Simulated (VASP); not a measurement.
Wanted: the native input for a VASP 6.6.1 run.

* Task: single point
* Functional: PBE
* Potentials or basis: VASP PAW PBE potentials, release 64 (Au)
* Cutoff: 520 eV
* k mesh: 18 × 18 × 10
* Occupations: gaussian, width 0.1 eV
* Spin: no spin polarisation
* Dipole correction: no
* Further INCAR settings: ALGO = Normal; EDIFF = 1e-07; NBANDS = 18

The structure of Au lies in POSCAR:

```
Au
1.0
    2.6554118767      0.0000000000      0.0000000000
   -1.3277059384      2.2996541427      0.0000000000
    0.0000000000      0.0000000000      4.2957481075
Au
2
Direct
    0.3333333300      0.6666666700      0.2500000000
    0.6666666700      0.3333333300      0.7500000000
```

This isn't the form of Au at room conditions, which is fcc.

The cell isn't the ideal one: Re replaced by Au, lengths x 0.940, strained and moved within the space group.

One way to write it, as run:

INCAR

```
PREC = Accurate
ENCUT = 520
EDIFF = 1E-7
ISMEAR = 0
SIGMA = 0.1
LREAL = False
LASPH = True
NELM = 100
ALGO = Normal
ISIF = 2
LWAVE = False
LCHARG = True
GGA = PE
LELF = True
LVHAR = True
NBANDS = 18
```

KPOINTS

```
Automatic mesh
0
Gamma
  18 18 10
```

Potentials or basis: VASP PAW PBE potentials, release 64 (Au).

Command:

```bash
$ cat potpaw_PBE.64/Au/POTCAR > POTCAR
$ mpirun -np 1 vasp_std > vasp.out
```

Results of the run:

```json
{"Pressure": "108.5 GPa", "Band gap on the k mesh": "none (metal or under the smearing width)"}
```

Caveat: the cell as given lies far from equilibrium; so large a pressure means that the cell lies far from this level's equilibrium, or that cutoff or potentials fall short.

Wall time 47 s on 1 thread of Intel(R) Xeon(R) Platinum 8488C (Sapphire Rapids) (shared host), peak memory 0.2 GiB.
